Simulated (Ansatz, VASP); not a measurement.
**BeSe5 in VASP and in Ansatz**

```xyz
6
Lattice="0.0000 4.0132 4.0132 4.0132 0.0000 4.0132 4.0132 4.0132 0.0000" Properties=species:S:1:pos:R:3 pbc="T T T"
Be    0.0000    0.0000    0.0000
Se    6.0198    6.0198    6.0198
Se    5.0198    5.0198    3.0067
Se    5.0198    3.0067    5.0198
Se    3.0067    3.0067    3.0067
Se    3.0067    5.0198    5.0198
```

Change from the starting cell: species swapped into the Be5Pd type (F-43m, No. 216).

Alike in both runs: task relaxation of cell and atoms; functional PBE; k mesh 8 × 8 × 8; occupations gaussian, width 0.1 eV; no spin polarisation.

|  | VASP | Ansatz |
| --- | --- | --- |
| version | VASP 6.6.1 | Ansatz 0.2.0 |
| potentials or method | VASP PAW PBE potentials, release 64 (Be, Se) | scalar-relativistic, plane waves, PAW |
| plane-wave cutoff (eV) | 600 | 420 |
| valence electrons in the cell | 32 | 82 |

Ansatz gave:

* gap on the k mesh at the Fermi level, each at its own relaxed structure (eV): none
* relaxed volume (Å³/atom): 21.12
* relaxed cell length with the largest relative difference (Å): 5.638
* energy change over the relaxation (meV/atom): -2

Question: Which values does VASP return?

Answer: gap on the k mesh at the Fermi level, each at its own relaxed structure (eV): none; relaxed volume (Å³/atom): 21.13; relaxed cell length with the largest relative difference (Å): 5.639; energy change over the relaxation (meV/atom): -2.

A gap of «none» marks a metal or a gap that the smearing closes. The two sets of potentials don't hold the same shells in valence.
